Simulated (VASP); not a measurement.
Write the native input for VASP 6.6.1 that does the following.

- Task: relaxation of the atoms
- Functional: PBEsol
- Potentials or basis: VASP PAW PBE potentials, release 64 (Ge_d)
- Cutoff: 520 eV
- k mesh: 8 × 8 × 4
- Occupations: gaussian, width 0.01 eV
- Spin: no spin polarisation
- Dipole correction: no
- Further INCAR settings: ALGO = Normal; EDIFF = 1e-07; IBRION = 2; EDIFFG = -0.002; NSW = 80

The structure of Ge lies in POSCAR:

```
Ge
1.0
    3.9855000000      0.0000000000      0.0000000000
   -1.9927500000      3.4515442468      0.0000000000
    0.0000000000      0.0000000000      6.5772000000
Ge
4
Direct
    0.3333333333      0.6666666667      0.0625000000
    0.6666666667      0.3333333333      0.5625000000
    0.6666666667      0.3333333333      0.9375000000
    0.3333333333      0.6666666667      0.4375000000
```

The cell was built by a generator and needn't be a form met in nature.

One way to write it, as run:

INCAR

```
ALGO = Normal ; EDIFF = 1E-7
EDIFFG = -0.002 ; ENCUT = 520
GGA = PS ; IBRION = 2
ISIF = 2 ; ISMEAR = 0
LASPH = T ; LCHARG = F
LREAL = F ; LWAVE = F
NELM = 100 ; NSW = 80
PREC = Accurate ; SIGMA = 0.01
```

KPOINTS

```
k-points
0
Gamma
  8 8 4
```

Potentials or basis: VASP PAW PBE potentials, release 64 (Ge_d).

Run with:

```sh
$ cat potpaw_PBE.64/Ge_d/POTCAR > POTCAR
$ mpirun -np 1 vasp_std > vasp.out
```

It gave:

```json
{
  "Energy gained by relaxing": "0.1 meV/atom",
  "Ionic steps": "3",
  "Pressure after relaxing": "0.6 GPa",
  "Band gap on the k mesh": "0.04 eV, indirect (least direct gap 0.08 eV)"
}
```

Caveat: the PAW data sets were made with another functional, which shifts forces and pressure a little.

Wall time 2.4 min on 1 thread of Intel(R) Xeon(R) Platinum 8175M CPU @ 2.50GHz (Skylake/Cascade Lake) (shared host), peak memory 0.23 GiB.
